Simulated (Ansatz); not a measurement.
**A vibration from a frozen displacement in HfN**

Level of theory: DFT PBEsol, scalar-relativistic, plane waves, PAW (Ansatz 0.2.0). Cutoff 420 eV, Γ-centred 18×18×18 k-points, Gaussian smearing of 0.15 eV. Spin–orbit coupling is left out, which matters for the heavy elements here. No spin polarisation. Energies are free energies at this smearing, counted from the undisturbed cell; pressure is positive in compression.

Zero of the scan (as given, not relaxed at this level; it stands at -3.0 GPa):

```
Hf N
1.0
     0.00000    2.25900    2.25900
     2.25900    0.00000    2.25900
     2.25900    2.25900    0.00000
Hf N
1 1
Direct
  0.00000 0.00000 0.00000
  0.50000 0.50000 0.50000
```

Every N atom is moved by x along the Cartesian unit vector (0.000, -0.707, -0.707); the cell and all other atoms stay fixed. The cell's volume is 23.06 Å³; the moved atoms weigh 14.007 u together and the others 178.490 u. Some rows repeat others by symmetry and weren't run.

```
  x (Å)  ΔE (meV/cell) total force on the moved atoms along the move (eV/Å) pressure (GPa)
-0.2000         227.52                                                2.2574          2.1287
-0.1750         174.62                                                1.9757          0.9390
-0.1500         128.69                                                1.6992         -0.0984
-0.1250          89.65                                                1.4235         -0.9828
-0.1000          57.54                                                1.1452         -1.7116
-0.0750          32.43                                                0.8627         -2.2818
-0.0500          14.43                                                0.5767         -2.6903
-0.0250           3.61                                                0.2888         -2.9356
 0.0000           0.00                                                0.0000         -3.0174
 0.0250           3.61                                               -0.2888         -2.9356
 0.0500          14.43                                               -0.5767         -2.6903
 0.0750          32.43                                               -0.8627         -2.2818
 0.1000          57.54                                               -1.1452         -1.7116
 0.1250          89.65                                               -1.4235         -0.9828
 0.1500         128.69                                               -1.6992         -0.0984
 0.1750         174.62                                               -1.9757          0.9390
 0.2000         227.52                                               -2.2574          2.1287
```

Q: What frequency belongs to this motion?

A: The force constant is k = −dF/dx = 11.551 eV/Å², from the parabola through x = -0.0250, 0 and 0.0250. In every cell the moved atoms swing against the rest, so the mass is μ = m₁m₂/(m₁ + m₂) = 12.988 u, and ν̃ = 521.5 cm⁻¹ × √(|k|/μ) = 492 cm⁻¹, at this cell's pressure of -3.0 GPa. To first order in x, and within 1 %, the force on every atom lies along the move and, within each of the two groups, in proportion to the atom's mass, so this is itself a mode at the zone centre of this cell.

Q: How far does the harmonic law reach?

A: At x = -0.200 Å, kx²/2 = 231.03 meV against the computed 227.52 meV (-1.5 %): the well is still close to harmonic there.

Q: The pressure changes with x². What does that say about the frequency under compression?

A: With E = k(V)x²/2, k ∝ V^(−2γ) and x scaling with the cell as V^(1/3), P − P0 = −∂E/∂V = (2γ − 2/3) ΔE/V. At x = 0.0500 Å, V(P − P0) = 23.06 × 0.32712 / 160.2 eV = 47.07 meV and ΔE = 14.43 meV, so γ = 1/3 + V(P − P0)/(2ΔE) = 1.96. This is the Grüneisen parameter of the motion under uniform scaling of the cell: shrinking the cell evenly by 1 % in volume raises the frequency by about 1.96 %.

In a metal these slopes depend on the k mesh and the smearing.